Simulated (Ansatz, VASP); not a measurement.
# Two plane-wave programs on GaSb

INCAR

```
PREC = Accurate
ENCUT = 520
EDIFF = 1E-7
ISMEAR = 0
SIGMA = 0.1
LREAL = False
LASPH = True
NELM = 150
ALGO = Normal
ISIF = 2
LWAVE = False
LCHARG = False
MAGMOM = 0 0 0 0 0 0
LORBIT = 11
LSORBIT = True
GGA_COMPAT = False
LORBMOM = True
GGA = PS
NBANDS = 30
```

File KPOINTS:

```
Automatic mesh
0
Gamma
  12 12 12
```

The input POSCAR:

```
GaSb
1.0
    0.0000000000      3.0556142838      3.0556142838
    3.0556142838      0.0000000000      3.0556142838
    3.0556142838      3.0556142838      0.0000000000
Ga Sb
1 1
Direct
    0.0000000000      0.0000000000      0.0000000000
    0.2500000000      0.2500000000      0.2500000000
```

Input for Ansatz:

```yaml
crystal:
  lattice:
    - [0.0, 3.0556142838, 3.0556142838]
    - [3.0556142838, 0.0, 3.0556142838]
    - [3.0556142838, 3.0556142838, 0.0]
  atoms:
    - { symbol: Ga, position: [0.0, 0.0, 0.0] }
    - { symbol: Sb, position: [0.25, 0.25, 0.25] }
basis:
  ecutwfc: 420
kpoints:
  mp_grid: { grid: [12, 12, 12] }
  band_path:
    path:
      - [0.0, 0.0, 0.0]
      - [-0.5, -0.5, 0.0]
      - [-0.375, -0.375, 0.25]
      - [-0.375, 0.0, 0.375]
      - [0.0, 0.0, 0.5]
      - [-0.5, -0.25, 0.25]
    npoints: 1
hamiltonian:
  xc: pbesol
scf:
  occupations: { method: gaussian, width: 0.1 }
  n_extra_bands: 8
output:
  eigenvalues: true
magnetization:
  noncollinear: true
  spin_orbit: true
```

Alike in both runs: task single point; functional PBEsol; k mesh 12 × 12 × 12; occupations gaussian, width 0.1 eV; non-collinear spin, spin-orbit coupling.

|  | VASP | Ansatz |
| --- | --- | --- |
| version | VASP 6.6.1 | Ansatz 0.2.0 |
| potentials or method | VASP PAW PBE potentials, release 64 (Ga_d, Sb) | plane waves, PAW |
| plane-wave cutoff (eV) | 520 | 420 |
| valence electrons in the cell | 18 | 28 |

```csv
,VASP,Ansatz,Ansatz less VASP
gap on the k mesh at the Fermi level (eV),none,none,-
net moment per atom (μB),0.00,0.00,0.000
```

A gap of «none» marks a metal or a gap that the smearing closes. The two sets of potentials don't hold the same shells in valence.
